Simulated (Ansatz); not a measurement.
# TaN (P-6m2) in Ansatz: density of states with LDA

Aim: the density of states of TaN with LDA.

Everything below comes from runs of Ansatz 0.2.0. Logs are shortened: lines on timing, memory, paths and dates and some standing lists are left out, and cuts for length are marked.

## (1) The cell of the first run

Symmetry: P-6m2, No. 187, hexagonal system. The conventional cell has a = 2.857 Å, b = 2.857 Å, c = 2.804 Å, α = 90.00°, β = 90.00°, γ = 120.00°. Ta (site symmetry -6m2) is surrounded by 6 N at 2.17 Å. Around N (site symmetry -6m2) lie 6 Ta at 2.17 Å.

## (2) Density of states, LDA (volume scaled by 0.92)

input.yaml

```yaml
crystal:
  lattice:
    - [2.85746597, 0.0, 0.0]
    - [-1.428732985, 2.4746381205, 0.0]
    - [0.0, 0.0, 2.80397359]
  atoms:
    - { symbol: Ta, position: [0.0, 0.0, 0.5] }
    - { symbol: "N", position: [0.6666666667, 0.3333333333, 0.0] }
kpoints:
  mp_grid: { grid: [11, 11, 9] }
scf:
  occupations: { method: gaussian, width: 0.05 }
hamiltonian:
  xc: lda
  pseudopotentials: { kind: all_electron, lapw: { basis_error: 0.001 } }
output:
  forces: true
  stress: true
  eigenvalues: true
  dos: { projected: false, de: 0.2, e_range: [-10, 8] }
```

Potentials or basis: all-electron LAPW, scalar-relativistic.

Command:

```
ansatz run input.yaml --threads 1 --pin off --max-ram 3072MiB --backend cpu --events-out ev --progress --plain --runs-dir out
```

The log of the run:

```text
Warning: RAYON_NUM_THREADS=1 ignored (pool sized by the plan → 1); use --threads N
LAPW: plane waves up to 9.887 Å⁻¹, error target 1.0e-3 eV per atom; small_component_spin mean_spin; N in spheres of 0.914 Å, 7 of its electrons in bands, Dirac shells []; Ta in spheres of 1.251 Å, 43 of its electrons in bands, Dirac shells [] (how accurate: hamiltonian.pseudopotentials.lapw.basis_error, Limitations)
Engine: ansatz 0.2.0, x86_64-unknown-linux-gnu
Pseudopotentials: kind: all_electron
Pseudopotential: Ta, LAPW, valence charge 43, lapw/all_electron/scalar/gaussian/Ta, Koelling and Harmon's equation, gaussian nucleus
Pseudopotential: N, LAPW, valence charge 7, lapw/all_electron/scalar/gaussian/N, Koelling and Harmon's equation, gaussian nucleus
Functional definition: SPW92
  exchange = slater_x
  correlation = pw_c
Crystal: 2 atoms, lattice volume = 19.827 Å³
Basis set: ecut = 372.462888314258 eV, 327 PW (Γ), exchange–correlation at level 2
Bands: 30, of which v1, the nominal top of the filled ones, is band 25 counted from 1 (24 counted from 0)
Symmetry: 12 space group operations
Space group: P-6m2 (ITA 187), of the structure as read, at distance tolerance 2.7e-5 Å
k-points: 80 of 1089 (time reversal used)
Non-local potential: Ta, projectors of the file, none
Non-local potential: N, projectors of the file, none
Initial density: superposition of atomic densities (chi_scale 0.1, normalization cell, long waves kept (reshape's long-wave potential 0.00 eV rms))
Initial wavefunctions: plane waves of lowest kinetic energy (no species holds an atomic orbital)
Functional: x = slater, c = lda
iter 1 solved again at ethr=6.47e-3 eV; its pass at ethr=1.00e-1 eV (dr2=3.24e0 eV) is discarded
SCF iter   1: F=—  HF=-425803.808785 eV  |F-HF|=—  |Δ(HF+E_count)|=         —  Δρ=1.24e-1  dr2=3.23e0  ethr=6.47e-3  ⟨swp⟩=2.0  Hψ=15304  notcnv=0
preconditioner: auto → none  [insulator: Δε(μ)=0.258 eV  Ē_g=23.501 eV  σ=0.050 eV  W_gap=1.00  n_scr=8 (ndim 8)  ℏωp=45.7 eV  f_vac=0.000  D(μ)=0.00/eV (n_scr^D=0)  ε∞_Penn≈4.8]
SCF iter   2: F=—  HF=-425803.154997 eV  |F-HF|=—  |Δ(HF+E_count)|=   6.54e-1  Δρ=7.32e-2  dr2=1.24e0  ethr=6.47e-3  ⟨swp⟩=3.0  Hψ=7236  notcnv=0
iter 3 solved again at ethr=9.24e-5 eV; its pass at ethr=2.47e-3 eV (dr2=4.62e-2 eV) is discarded
SCF iter   3: F=—  HF=-425802.421124 eV  |F-HF|=—  |Δ(HF+E_count)|=   7.34e-1  Δρ=1.78e-2  dr2=4.62e-2  ethr=9.24e-5  ⟨swp⟩=2.0  Hψ=12595  notcnv=0
SCF iter   4: F=—  HF=-425802.413058 eV  |F-HF|=—  |Δ(HF+E_count)|=         —  Δρ=2.21e-3  dr2=8.32e-4  ethr=9.24e-5  ⟨swp⟩=2.0  Hψ=7282  notcnv=0
the basis was enlarged: its passes take 603.9 KiB over the memory plan, 1 of 1 planned eigensolver slots
SCF iter   5: F=—  HF=-425802.409641 eV  |F-HF|=—  |Δ(HF+E_count)|=   3.42e-3  Δρ=1.39e-3  dr2=4.85e-4  ethr=1.66e-6  ⟨swp⟩=2.0  Hψ=7200  notcnv=0
SCF iter   6: F=—  HF=-425802.409354 eV  |F-HF|=—  |Δ(HF+E_count)|=   2.87e-4  Δρ=3.22e-4  dr2=1.84e-5  ethr=9.71e-7  ⟨swp⟩=2.0  Hψ=7200  notcnv=0
SCF iter   7: F=—  HF=-425802.409337 eV  |F-HF|=—  |Δ(HF+E_count)|=   1.67e-5  Δρ=2.94e-5  dr2=9.84e-8  ethr=3.68e-8  ⟨swp⟩=2.2  Hψ=7214  notcnv=0
SCF iter   8: F=-425802.409337 eV  HF=-425802.409337 eV  |F-HF|=5.82e-11  |Δ(HF+E_count)|=   4.59e-8  Δρ=3.24e-6  dr2=5.93e-10  ethr=1.97e-10  ⟨swp⟩=2.8  Hψ=7351  notcnv=0
SCF 1 converged in 8 iterations: F = -425802.409337 eV  dr2 = 5.93e-10
SCF converged after 8 iterations
Free energy (F): -425802.409337 eV
Harris-Foulkes:  -425802.409337 eV  (|F-HF|=5.82e-11)
Internal energy: -425802.409337 eV  (E = F + TS)
E sigma→0 (E₀):  -425802.409337 eV
Entropy (-TS):   -0.000000 eV (-0.000 meV/atom)
Fermi energy:    27.467975 eV
--- Per-component energies (eV) ---
  E_band       = -4604.019347
  E_kinetic    = 475015.449540
  E_xc         = -8553.095962
  E_electrostatic = -892264.762915  (all electrons and nuclei)
  E_smearing   = -0.000000  (= −TS)
  E_closure    = 0.000000  (closes the sum)
  E_atoms      = -425779.748575  (free atoms, spherical and without spin; not in F)
  Σ components = -425802.409337   (vs F -425802.409337, Δ=0.00e0)
  Basis errors (estimates in eV, not in F): energy 3.4e-4 per atom: plane waves 3.0e-4 (1.7e-4 summed), levels above the bands 0.0e0, relativity 1.1e-8, radial functions 3.6e-5, core shells 8.8e-7; eigenvalues (radial functions only) 1.0e-5; not estimated: angular momenta, meshes, grids; target (lapw.basis_error) 1.0e-3; muffin-tin radii N 0.914 Å, Ta 1.251 Å
--- Forces (eV/Å), atoms counted from 1 ---
  atom   1  Ta     0.00000000     0.00000000     0.00000000
  atom   2  N      0.00000000    -0.00000000     0.00000000
  max |Σ_I F_I| component: 8.79e-17 eV/Å
--- Stress (GPa, compression-positive) ---
       20.674244       0.000000      -0.000000
        0.000000      20.674244      -0.000000
       -0.000000      -0.000000      22.908029
  P = ⅓ Tr σ = 21.4188 GPa (214.188 kbar)
--- Band table (eV; the first three rows and the last of 80) ---
  k-point 0: bands = ["-367.0308", "-367.0161", "-367.0161", "-346.7407", "-189.1218", "-189.1218", "-189.0910", "-189.0910", "-189.0910", "-40.7755", "-7.0977", "-6.7953", "-6.7953", "7.4952", "7.5516", "7.5516", "7.5592", "7.5592", "7.5763", "7.6556", "9.3249", "22.5171", "22.5171", "22.8496", "24.4733", "30.4002", "31.3974", "31.3974", "31.8705", "31.8705"]
  k-point 1: bands = ["-367.0308", "-367.0161", "-367.0161", "-346.7407", "-189.1218", "-189.1218", "-189.0910", "-189.0910", "-189.0910", "-40.7669", "-7.2563", "-6.7823", "-6.7823", "7.5047", "7.5479", "7.5479", "7.5647", "7.5647", "7.5671", "7.6556", "9.6203", "22.1164", "22.6285", "22.6285", "25.1117", "30.0101", "30.0101", "30.7954", "32.7340", "32.7340"]
  k-point 2: bands = ["-367.0308", "-367.0161", "-367.0161", "-346.7407", "-189.1218", "-189.1218", "-189.0910", "-189.0910", "-189.0910", "-40.7450", "-7.6402", "-6.7493", "-6.7493", "7.5197", "7.5399", "7.5399", "7.5454", "7.5776", "7.5776", "7.6558", "10.4171", "20.6116", "22.9149", "22.9149", "26.6144", "28.5592", "28.5592", "31.7702", "32.6845", "32.6845"]
  k-point 79: bands = ["-367.0308", "-367.0161", "-367.0161", "-346.7407", "-189.1218", "-189.1218", "-189.0910", "-189.0910", "-189.0909", "-40.5830", "-7.8963", "-7.6934", "-7.4271", "7.4782", "7.5526", "7.5580", "7.5698", "7.5728", "7.5825", "7.6266", "11.5625", "18.6513", "20.5738", "23.3597", "27.1004", "32.6393", "33.0030", "34.7317", "35.5046", "37.7865"]
```

Run time: 30 s. Hardware: 1 thread of Intel Xeon at 2.70GHz, shared host; peak memory 0.39 GiB.

What came out:

| Quantity | Value |
| --- | --- |
| Free energy | -425802.4093 eV |
| Pressure | 21.4 GPa |

Stress tensor (GPa, compression positive):
```
20.67  0.00  0.00
 0.00 20.67  0.00
 0.00  0.00 22.91
```

States per cell in windows of 0.5 eV (zero at the Fermi level; states under -8 eV left out):
| from (eV) | total |
| --- | --- |
| -8.0 | 0.71 |
| -7.5 | 0.30 |
| -7.0 | 0.42 |
| -6.5 | 0.48 |
| -6.0 | 0.79 |
| -5.5 | 0.76 |
| -5.0 | 0.94 |
| -4.5 | 0.61 |
| -4.0 | 0.08 |
| -3.5 | 0.11 |
| -3.0 | 0.22 |
| -2.5 | 0.24 |
| -2.0 | 0.55 |
| -1.5 | 0.44 |
| -1.0 | 0.37 |
| -0.5 | 0.07 |
| 0.0 | 0.03 |
| 0.5 | 0.07 |
| 1.0 | 0.16 |
| 1.5 | 0.40 |
| 2.0 | 0.48 |
| 2.5 | 0.56 |
| 3.0 | 0.72 |
| 3.5 | 0.64 |
| 4.0 | 0.66 |
| 4.5 | 0.89 |
| 5.0 | 1.01 |
| 5.5 | 0.70 |
| 6.0 | 0.63 |
| 6.5 | 0.65 |
| 7.0 | 0.49 |
| 7.5 | 0.30 |

Caveat: so large a pressure means that the cell lies far from this level's equilibrium, or that cutoff or potentials fall short.
